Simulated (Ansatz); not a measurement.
## BN: what symmetry allows forces and stress to be

```xyz
2
Lattice="0.0000 1.7579 1.7579 1.7579 0.0000 1.7579 1.8304 1.8304 -0.0725" Properties=species:S:1:pos:R:3 pbc="T T T"
B     0.0594    0.0594   -0.0594
N     2.6318    2.6318    2.6419
```

Computed with Ansatz, DFT PBEsol, scalar-relativistic, plane waves, PAW.

Settings: cutoff 420 eV, Γ-centred mesh 12×12×12 on the computed 2-atom cell, Gaussian smearing of 0.02 eV; no spin polarisation.

This distorted cell has space group R3m, with 6 operations.

Question: Without a calculation: in which directions can each atom feel a force?

Answer: A force must be left unchanged by every operation that keeps its atom in place, so it lies in the space that those operations leave fixed. Atoms that the group maps onto each other feel forces of one size.
| atom | site symmetry | operations at the site | equivalent to atom | allowed force (Cartesian) |
| --- | --- | --- | --- | --- |
| B1 | 3m | 6 | 1 | along (0.58, 0.58, -0.58) |
| N2 | 3m | 6 | 2 | along (0.58, 0.58, -0.58) |

That leaves 2 independent force components of 6, tied by 1 condition that the forces sum to zero, so 1 remains. A relaxation in this cell that keeps the symmetry moves the atoms in these directions alone.

Question: And the stress tensor?

Answer: It must be invariant under the point group, which leaves 2 independent components: xx = yy, xx = zz, yy = zz, yz = xz. Further linear relations between components hold in this frame.

Question: Do the computed values obey this?

Answer: Yes. Forces (eV/Å):
```
B1  -3.592 -3.592  3.592
N2   3.592  3.592 -3.592
```

Stress (GPa, compression positive, xx yy zz yz xz xy): 13.87 13.87 13.87 12.19 12.19 -12.19. The program imposes the same operations on density, forces and stress, so this confirms the analysis and is no independent test of the calculation.